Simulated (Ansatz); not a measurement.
# AlCu3: a hydrostatic pressure series

Aim: relax AlCu3 at pressures from -3 to 30 GPa within the symmetry of the start, and follow volume, cell shape and gap.

Method: DFT PBEsol, scalar-relativistic, plane waves, PAW, in Ansatz 0.2.0.

1 further run of the same task is left out (set aside as unsound or not needed).

**1. The system as given**

The structure is orthorhombic, space group Pmmn (No. 59). Conventional cell: a = 4.176 Å, b = 5.118 Å, c = 4.473 Å, α = 90.00°, β = 90.00°, γ = 90.00°. Around Al (site symmetry mm2) lie 12 Cu at 2.56 to 2.58 Å. Around Cu (site symmetry mm2) lie 8 Cu at 2.56 to 2.59 Å and 4 Al at 2.56 Å. Around Cu (site symmetry m) lie 8 Cu at 2.55 to 2.59 Å and 4 Al at 2.56 to 2.58 Å.

As a file:

```
Al Cu
1.0
     4.17564    0.00000    0.00000
     0.00000    5.11832    0.00000
     0.00000    0.00000    4.47272
Al Cu
2 6
Cartesian
  0.0000 0.0000 2.9709
  2.0878 2.5592 1.5018
  0.0000 2.5592 2.9882
  2.0878 0.0000 1.4846
  0.0000 1.2848 0.7331
  0.0000 3.8335 0.7331
  2.0878 1.2744 3.7396
  2.0878 3.8440 3.7396
```

It goes back to an entry of the Materials Project, which need not be the stable form.

This cell was relaxed beforehand with the same method: volume 11.95 Å³/atom, gap on the mesh none (metal).

**2. Relaxing at -3 GPa**

Input file input.yaml:

```yaml
crystal:
  lattice:
    - [4.2153046574, 0.0, 0.0]
    - [0.0, 5.1669393499, 0.0]
    - [0.0, 0.0, 4.515205911]
  atoms:
    - { symbol: Al, position: [0.0, 0.0, 0.6642284183] }
    - { symbol: Al, position: [0.5, 0.5, 0.3357715817] }
    - { symbol: Cu, position: [0.0, 0.5, 0.6680840798] }
    - { symbol: Cu, position: [0.5, 0.0, 0.3319159202] }
    - { symbol: Cu, position: [0.0, 0.2510188889, 0.1639074258] }
    - { symbol: Cu, position: [0.0, 0.7489811111, 0.1639074258] }
    - { symbol: Cu, position: [0.5, 0.2489811111, 0.8360925742] }
    - { symbol: Cu, position: [0.5, 0.7510188889, 0.8360925742] }
basis:
  ecutwfc: 420
kpoints:
  mp_grid: { grid: [8, 8, 8] }
hamiltonian:
  xc: pbesol
scf:
  occupations: { method: gaussian, width: 0.1 }
output:
  forces: true
  stress: true
  eigenvalues: true
  write_density: true
  write_potential: true
  elf: true
  volumetric_format: npy
relax:
  adjacent_minimum: "off"
  f_tol: 0.008
  max_steps: 50
  cell: { stress_tol: 0.08, p_target: -3.0 }
```

The run is started by

```sh
$ ansatz run input.yaml --threads 2 --pin off --max-ram 5120MiB --backend cpu --events-out ev --progress --plain --runs-dir out
```

The session goes on with these runs: relaxing at 3 GPa; 8 GPa; relaxing at 15 GPa; target pressure 30 GPa.

What does the calculation give? Wanted: bulk modulus B0; B0'.

The runs gave:

| quantity | value |
| --- | --- |
| volume at 30 GPa | 10.38 Å³/atom, V/V0 = 0.868 |
| bulk modulus B0 (third-order Birch-Murnaghan) | 153 GPa |
| B0' | 4.6 |

At 30 GPa the crystal has lost 13.2 % of its volume. The points follow one equation of state, B0 = 153 GPa. The symmetry of the start is kept, so a transition to another structure would not show.
